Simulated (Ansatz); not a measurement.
Two G0W0 runs on InSe (layers cut from the bulk crystal).

The cell holds 12 atoms: 6 Se and 6 In. Its edges and angles: a = 4.034 Å, b = 4.034 Å, c = 67.200 Å, α = 90.0°, β = 90.0°, γ = 120.0°. It derives from InSe. Regions: layer 1, 4 atoms (2 Se and 2 In); layer 2, 4 atoms (2 Se and 2 In); layer 3, 4 atoms (2 Se and 2 In). Vacuum lies along c.

```xyz
12
Lattice="4.0344 0.0000 0.0000 -2.0172 3.4939 0.0000 0.0000 0.0000 67.2000" Properties=species:S:1:pos:R:3
Se    0.0000    2.3292   22.5990
In    2.0172    1.1646   23.8892
In    2.0172    1.1646   26.6831
Se    0.0000    2.3292   27.9693
Se    2.0172    1.1646   30.9206
In    0.0000    0.0000   32.2039
In    0.0000    0.0000   34.9961
Se    2.0172    1.1646   36.2794
Se    0.0000    2.3292   39.2307
In    2.0172    1.1646   40.5169
In    2.0172    1.1646   43.3108
Se    0.0000    2.3292   44.6010
```

The structure was relaxed with PBE-D3(BJ). The runs that relaxed it are not among those shown. PAW set soft_2, made with PBE.

The first (Ansatz 0.2.0; start PBE, 6×6×1 mesh, 1259 empty bands, screening to 70 eV; 1 × NVIDIA H100 80GB HBM3 (shared by 6 runs) with 3 threads of AMD EPYC 7R13 (Zen 3), shared host) gave, on its mesh: starting gap 0.84 eV, G0W0 gap 1.36 eV, mean of 1 + 4πα/V (set by the cell height) 2.90, 3.4 min.

The second changes empty bands from 1259 to 503 and screening cutoff (eV) from 70.0 to 38. What does it give?

It gave: starting gap 0.84 eV, G0W0 gap 1.34 eV, mean of 1 + 4πα/V (set by the cell height) 2.95, 79 s. The G0W0 gap moves by −0.02 eV, +0.00 eV from the start and −0.02 eV from the correction. Σc changes by +0.29 eV at the valence top and +0.26 eV at the conduction bottom, and Σx − Vxc between them by +0.00 eV.

Limits: not at the basis limit; coarse mesh for a sheet; no spin-orbit coupling.

[Paths, hosts, dates, memory and timing lines, banners, echoed tables and standing remarks are left out of the program output.]

[Logs are printed without paths, hosts, clocks, repeated set-up lines and the standing remarks that a program may print on its own settings, such as how far it seeks lower states.]

[Runs of the session that timed out or met a known fault of the program may be left out.]

[Cells called generated may have been cut or substituted from an entry of the Crystallography Open Database or the Materials Project.]

[Hosts, paths, dates, database ids (printed as entryN), source tags and the programs' standing remarks are cut or masked in the printed files.]
